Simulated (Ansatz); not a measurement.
# Relaxing generalised stacking fault on (110) of a KCl-RbCl solid solution (80 atoms), part 2 of 2

Wanted: the relaxed structure of generalised stacking fault on (110) of a KCl-RbCl solid solution (80 atoms) and its electronic structure.

Ansatz 0.2.0; Kohn-Sham DFT, PBEsol, PAW (set soft_2), plane waves.

The cell: 13 Rb, 40 Cl and 27 K. Atoms were free to move along the slip. The host structure and its lattice constant were typed by rule, without a check against the phase diagram.

So far. Step 3 (Relaxation): The relaxation changed the energy by -4.28 meV/atom, and atoms moved by 0.088 Å r.m.s., 0.18 Å at most.

**5. Single point at the relaxed geometry**

One more single point at the end of the walk gives the fuller output and checks the residual forces.

The input, input.yaml:

```yaml
crystal:
  lattice:
    - [7.3394, 0.0, 0.0]
    - [0.0, 10.37948, 0.0]
    - [3.36387, 0.0, 26.0487]
  atoms:
    - { symbol: Rb, position: [0.52625, 0.00037, 0.99813] }
    - { symbol: Cl, position: [0.21345, 0.99757, 0.09728] }
    - { symbol: K, position: [0.02641, 0.99964, 0.99755] }
    - { symbol: Cl, position: [0.72981, 0.9973, 0.098] }
    [... 70 atom lines left out ...]
    - { symbol: K, position: [0.07792, 0.24926, 0.89835] }
    - { symbol: Cl, position: [0.2711, 0.25232, 0.99696] }
    - { symbol: K, position: [0.57819, 0.75052, 0.89868] }
    - { symbol: Cl, position: [0.77567, 0.74713, 0.999] }
    - { symbol: Rb, position: [0.07819, 0.74975, 0.89874] }
    - { symbol: Cl, position: [0.27727, 0.74686, 0.99929] }
kpoints:
  mp_grid: { grid: [2, 1, 1] }
hamiltonian:
  xc: pbesol
scf:
  occupations: { method: gaussian, width: 0.025 }
output:
  forces: true
  stress: true
  populations: true
  dos:
    method: { smearing: { sigma: 0.08 } }
    de: 0.1
    projected: { site_lists: { Cl: [Cl], K: [K], Rb: [Rb] } }
  eigenvalues: true
  write_density: true
  write_potential: true
  volumetric_format: npy
```

The run is started by

```console
ansatz run input.yaml --threads 8 --pin off --max-ram 15872MiB --backend cpu --events-out ev --progress --plain --runs-dir out
```

Numbers of over 12 decimals in the logs are rounded to 6 here.

The program printed:

```text
[...]
Crystal: 80 atoms, lattice volume = 1984.368 Å³
Basis set: ecut = 420 eV, 38787 PW (Γ), exchange–correlation on 100×144×360 points (8 copies of the dense FFT grid, shifted against one another)
Bands: 400, of which v1, the nominal top of the filled ones, is band 320 counted from 1 (319 counted from 0)
Symmetry: 1 space group operations
[...]
k-points: 2
[...]
SCF iter   1: F=—  HF=-125336.446873 eV  |F-HF|=—  |Δ(HF+E_count)|=         —  Δρ=4.33e-3  dr2=5.24e-1  ethr=1.77e-3  ⟨swp⟩=12.0  Hψ=4468  notcnv=0  defer=25
[...]
SCF iter   7: F=-125336.266029 eV  HF=-125336.266029 eV  |F-HF|=1.27e-9  |Δ(HF+E_count)|=   3.32e-7  Δρ=7.04e-7  dr2=1.01e-8  ethr=1.56e-11  ⟨swp⟩=20.0  Hψ=6608  notcnv=0
SCF 1 converged in 7 iterations: F = -125336.266029 eV  dr2 = 1.01e-8
[...]
SCF converged after 7 iterations
Free energy (F): -125336.266029 eV
[...]
Internal energy: -125336.266029 eV  (E = F + TS)
E sigma→0 (E₀):  -125336.266029 eV
Fermi energy:    6.288046 eV
[...]
--- Forces (eV/Å), atoms counted from 1 ---
  atom   1  Rb    -0.00796838     0.00170119     0.00326871
  atom   2  Cl     0.00736040     0.00019323     0.00033650
  atom   3  K     -0.00807963     0.00097750     0.00102284
  atom   4  Cl     0.00511584     0.00226341    -0.00395606
  atom   5  K     -0.00640240    -0.00234005    -0.00032514
  atom   6  Cl     0.00710535    -0.00067446     0.00008025
  atom   7  K     -0.00761052    -0.00148571     0.00033814
  atom   8  Cl     0.00724604    -0.00227069    -0.00027572
  atom   9  K      0.00721231    -0.00049356     0.00228082
  atom  10  Cl     0.00356264     0.00309630    -0.00379639
  atom  11  Rb     0.00767390    -0.00538034    -0.00422568
  atom  12  Cl     0.00313807     0.00282434    -0.00567686
  atom  13  K      0.00349035     0.00028013     0.00288053
  atom  14  Cl     0.00208070    -0.00061094    -0.00533051
[...]
atom  79  Rb    -0.00563621     0.00246490    -0.00201636
  atom  80  Cl    -0.00834775     0.00005227     0.00291612
  max |Σ_I F_I| component: 4.80e-5 eV/Å
--- Stress (GPa, compression-positive) ---
        2.631879       0.000557       0.162747
        0.000557       2.538575      -0.013573
        0.162747      -0.013573       2.415500
  P = ⅓ Tr σ = 2.5287 GPa (25.287 kbar)
--- Band table (eV) ---
[...]
--- Löwdin populations: 80 sites ---
  site symbol       q [e]
     0     Rb      8.2048
     1     Cl      7.6858
     2      K      8.2572
[...]
79     Cl      7.6855
  spilling = 0.004731 (of n_electrons = 640.000000)
```

Wall time 41 s (8 threads of Arm Neoverse V2, shared host); peak memory 6.8 GiB; 5.1 min of CPU time.

The run gave:

| Property | Result |
| --- | --- |
| free energy | -125336.2660 eV |
| free energy per atom | -1566.7033 eV/atom |
| SCF cycles | 7 |
| pressure | 2.529 GPa |
| r.m.s. force component | 0.00371 eV/Å |
| longest force | 0.01407 eV/Å |
| Fermi energy | 6.288 eV |
| gap (highest filled to lowest empty level) | 5.375 eV |
| spilling of the projection | 0.004731 |

Löwdin charges by element (they lack the spilled electrons, 0.038 e an atom on average):

```tsv
element	coordination	atoms	mean charge (e)	spread	least	most
Cl	all	40	-0.686	4.0e-4	-0.687	-0.685
K	all	27	0.747	0.0054	0.736	0.755
Rb	all	13	0.791	0.0049	0.781	0.797
```

States in the cell by windows of 1 eV, zero at the Fermi level; the larger projections on atomic orbitals stand beside the total:

```tsv
from (eV)	to (eV)	total	Cl p	Cl s	Rb p	K p
-18	-16	0.0	0.0	0.0	0.0	0.0
-16	-15	77.8	0.2	65.8	0.7	6.0
-15	-14	27.6	0.3	2.5	0.1	24.7
-14	-13	136.5	0.8	6.1	0.2	129.3
-13	-12	0.0	0.0	0.0	0.0	0.0
-12	-11	57.5	1.2	0.8	55.1	0.2
-11	-10	20.5	0.2	0.2	19.9	0.1
-10	-5	0.0	0.0	0.0	0.0	0.0
-5	-4	71.9	66.3	0.2	0.6	0.6
-4	-3	128.5	123.2	0.3	1.0	0.7
-3	-2	39.5	39.0	0.0	0.1	0.1
-2	2	0.0	0.0	0.0	0.0	0.0
2	3	1.0	0.0	0.2	0.0	0.0
3	4	18.8	0.2	0.5	0.0	0.0
4	5	66.5	1.8	1.8	0.1	0.2
```

The curve was stored every 0.10 eV, coarse against its broadening of 0.08 eV, so these counts are rough.

The stored curve holds about 560 of the 640 electrons; the rest, give or take the few that broadening carries across the Fermi level, lie in deeper levels below its range.

The levels nearest the highest filled one (over half full), pooled over k-points and spins:

```tsv
level less the highest filled one (eV)	occupation
-0.146	2
-0.0579	2
-0.051	2
-0.0102	2
-0.0084	2
0	2
5.38	0
5.90	0
5.91	0
6.06	0
6.07	0
6.09	0
```

Electrostatic potential energy in the ca plane at fractional y = 0.000, with atoms of Rb and Cl and K within 0.2 Å of it. With pseudopotentials it is smooth inside the atoms' cores, unlike the true potential.

Ten even steps from '0' (-51 eV) to '9' (10 eV), each cell a mean:
```
77899973237999999999510159999999999988999863
22589998779999999999610159999999998534799987
00169999999998888999852369999999997301489999
00058999999987445899987799999999997300389999
00168999999985112699999999998789999522589999
54689999999985101589999999975347999977899999
88899999999997323689999999962114899999999987
99999975479998767899999999962113899999999841
99999951027999989999998999985225899999999710
99999940016999999999854689998668999999999710
77899973137999999999610269999999999988999840
12689997678999999999610059999999998534799986
00179999999998888999731269999999997200489998
00068999999987445899986789999999997200389999
00169999999985112699999999998789999622589999
54689999999985102589999999975347999977899999
88899998899997323689999999962115899999999987
99999974469998766899999999962114899999999864
99999951027999989999988899985225899999999731
99999950016999999999743589998668999999999731
```
Columns run along c (16.0 Å, from fractional 0.39 to 1.00 of the cell; values clipped at the 3rd and 97th percentile), rows up along a (7.3 Å). Atoms in or near the plane, at fractional coordinates: Rb at (0.00, 0.53), K at (0.00, 0.03), Rb at (0.40, 0.82), Cl at (0.50, 0.03), Rb at (0.40, 0.32), Cl at (0.50, 0.52), K at (0.60, 0.73), Cl at (0.70, 0.93), K at (0.60, 0.23), Cl at (0.70, 0.42), K at (0.80, 0.63), Cl at (0.90, 0.83), K at (0.80, 0.13), Cl at (0.90, 0.33).

Valence density in the ca plane at fractional y = 0.000, with atoms of Rb and Cl and K within 0.2 Å of it. It is the smooth field of the valence electrons, not physical close to the nuclei.

Ten even steps from '0' (0.0 e/Å³) to '9' (4.2 e/Å³), each cell a mean:
```
11000023332000000000231320000000000111000026
43200001211000000000231331000000001233100001
44410000000000110000133320000000001322310000
33420000000002453000011110000000001311310000
44410000000003897200000000000100001233310000
22200000000004898300000000013541000112100000
00000001100001576200000000027984000000000001
00000013320000121000000000027995100000000124
00000133232000000000011000013663000000000144
00000132032000000000133210001221000000000144
11000023332000000000232320000000000111000024
33200001221000000000230231000000001233100012
44410000000000010000133320000000002323310000
33420000000002453000012210000000001311310000
44410000000004897200000000000100001233310000
22200000000003898300000000013541000112100000
00000001100002576200000000027984000000000001
00000023321000122000000000027995100000000025
00000133232000000000011100014763000000000159
00000132032000000000133310001221000000000159
```
Columns run along c (16.0 Å, from fractional 0.39 to 1.00 of the cell), rows up along a (7.3 Å). Atoms in or near the plane, at fractional coordinates: Rb at (0.00, 0.53), K at (0.00, 0.03), Rb at (0.40, 0.82), Cl at (0.50, 0.03), Rb at (0.40, 0.32), Cl at (0.50, 0.52), K at (0.60, 0.73), Cl at (0.70, 0.93), K at (0.60, 0.23), Cl at (0.70, 0.42), K at (0.80, 0.63), Cl at (0.90, 0.83), K at (0.80, 0.13), Cl at (0.90, 0.33).

Mean Löwdin charges: Cl -0.69, K +0.75, Rb +0.79 e (they miss 0.47 % of the electrons, so they add up to more than the cell's charge).

A closer look about K25, picked at random: 15 atoms, nearest first, numbered in the order of the input, with positions taken from that point.

```tsv
atom	x	y	z	distance (Å)	bonds	Löwdin charge (e)
K25	0.00	0.00	0.00	0.00	8	0.75
Cl12	-1.77	0.01	-2.57	3.12	8	-0.69
Cl22	1.82	2.55	-0.01	3.13	8	-0.69
Cl24	-1.82	2.55	-0.01	3.14	8	-0.69
Cl14	1.79	-2.59	-0.03	3.15	8	-0.69
Cl16	-1.79	-2.59	-0.02	3.15	8	-0.69
Cl10	1.83	0.01	-2.58	3.16	8	-0.69
Cl26	1.84	0.04	2.58	3.16	8	-0.69
Cl28	-1.88	0.04	2.57	3.19	8	-0.69
K37	-0.02	2.57	2.59	3.65	8	0.75
K21	0.03	2.57	-2.60	3.66	8	0.76
K27	3.67	0.00	-0.02	3.67	8	0.75
K27	-3.67	0.00	-0.02	3.67	8	0.75
K13	0.03	-2.62	-2.60	3.69	8	0.75
Rb29	-0.02	-2.61	2.63	3.70	8	0.79
```

The column of bonds counts only the pairs Cl-K within 3.62 Å, Cl-Rb within 3.62 Å; other neighbours, such as metal atoms beside each other in a compound, aren't counted, and periodic images can show an atom twice.

**6. What came out**

| Item | Value |
| --- | --- |
| energy change in the relaxation | -4.279 meV/atom |
| r.m.s. displacement | 0.088 Å |
| largest displacement | 0.179 Å |
| free energy per atom | -1566.7033 eV/atom |
| density | 3 g/cm³ |
| pressure | 2.529 GPa |
| r.m.s. force component | 0.00371 eV/Å |
| gap (highest filled to lowest empty level) | 5.375 eV |
| wall time of the 3 DFT runs | 2.1 min |

**Reading.** Relaxation lowers the energy by 4.28 meV/atom and moves atoms by 0.088 Å r.m.s.; the r.m.s. force component goes from 0.089 to 0.0037 eV/Å, the pressure goes from 2.6 to 2.5 GPa. By the final cutoffs no bond was broken or made. Layers on the two sides of the fault moved in opposite directions along the plane, so much of the imposed slip has spread into a shear of the crystal. First to last step the energy falls by 0.342 eV; the largest move, 0.18 Å, is that of Cl4. The Cl-Rb bonds change most in mean length: from 3.182 Å (spread 0.040) to 3.213 Å (spread 0.017). Counting bonds as in the table, all Cl atoms have 8, all K atoms have 8 and all Rb atoms have 8 bonded neighbours. The highest filled and lowest empty levels differ by 5.38 eV on the run's k-points; the mesh holds the band edges only if they fold onto it, so the gap at this level can be narrower or closed, while semilocal functionals tend to narrow gaps against experiment.

**Limits.** Atoms were free to move along the slip, so the relaxation can undo part or all of it. The pressure of 2.5 GPa shows the cell to be compressed for this functional.

[Logs are printed without paths, hosts, clocks, repeated set-up lines and the standing remarks that a program may print on its own settings, such as how far it seeks lower states.]

[Hosts, paths, dates, database ids (printed as entryN), source tags and the programs' standing remarks are cut or masked in the printed files.]
